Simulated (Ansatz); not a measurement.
## A run on ZnS

```yaml
crystal:
  lattice:
    - [3.8050880673, 0.0, 0.0]
    - [-1.9025440336, 3.2953029299, 0.0]
    - [0.0, 0.0, 24.9159345]
  atoms:
    - { symbol: Zn, position: [0.3333333333, 0.6666666667, 0.12511841] }
    - { symbol: Zn, position: [0.0, 0.0, 0.00015897] }
    - { symbol: Zn, position: [0.6666666667, 0.3333333333, 0.62504747] }
    - { symbol: Zn, position: [0.6666666667, 0.3333333333, 0.8751387] }
    - { symbol: Zn, position: [0.0, 0.0, 0.75002227] }
    - { symbol: Zn, position: [0.3333333333, 0.6666666667, 0.50007816] }
    - { symbol: Zn, position: [0.0, 0.0, 0.37508794] }
    - { symbol: Zn, position: [0.6666666667, 0.3333333333, 0.25012849] }
    - { symbol: S, position: [0.6666666667, 0.3333333333, 0.34372199] }
    - { symbol: S, position: [0.6666666667, 0.3333333333, 0.71858116] }
    - { symbol: S, position: [0.3333333333, 0.6666666667, 0.21873405] }
    - { symbol: S, position: [0.0, 0.0, 0.84367239] }
    - { symbol: S, position: [0.6666666667, 0.3333333333, 0.96881275] }
    - { symbol: S, position: [0.0, 0.0, 0.09372606] }
    - { symbol: S, position: [0.3333333333, 0.6666666667, 0.59368598] }
    - { symbol: S, position: [0.0, 0.0, 0.46868621] }
kpoints:
  mp_grid: { grid: [8, 8, 2] }
scf:
  occupations: { method: fermi_dirac, width: 0.02 }
  NELM: 400
  max_iter: 60
hamiltonian:
  xc: pbe
  pseudopotentials: { kind: paw }
output:
  forces: true
  stress: true
  populations: true
  efg:
    quadrupole_moments_barn: { Zn: 0.122, S: -0.0694 }
    contact_densities: true
```

```sh
ansatz run input.yaml --threads 1 --pin off --max-ram 3072MiB --backend cpu --events-out ev --progress --plain --runs-dir out
```

(1) What happens when this input is run?

Results:

(1) The program refused the input. The input holds a keyword of another program. The program says:

```
Error: YAML parse error: error: line 27 column 3: unknown field `NELM`, expected one of max_iter, algorithm, n_extra_bands, self_checks, convergence, lower_state_search, omitted_lower_state_checks, lower_solution_reach, mixing, occupations, eigensolver, initial_density, exx
  --> <input>:27:3
   |
25 | scf:
26 |   occupations: { method: fermi_dirac, width: 0.02 }
27 |   NELM: 400
   |   ^ unknown field `NELM`, expected one of max_iter, algorithm, n_extra_bands, self_checks, convergence, lower_state_search, omitted_lower_state_checks, lower_solution_reach, mixing, occupations, eigensolver, initial_density, exx
28 |   max_iter: 60
29 | hamiltonian:
   |
```

Against a sound input the change was `scf.NELM`: not typed → 400; `scf.max_iter`: not typed → 60.

With the sound settings the run converges and gives V_zz (10²¹ V/m²) Zn1 0.006 (η 0.00), Zn2 0.043 (η 0.00), Zn3 -0.008 (η 0.00), Zn4 -0.056 (η 0.00), Zn5 -0.091 (η 0.00), S9 0.082 (η 0.00), among others; a site carries the number of its first atom in the input. These hold for the positions as typed, which a relaxation reached.
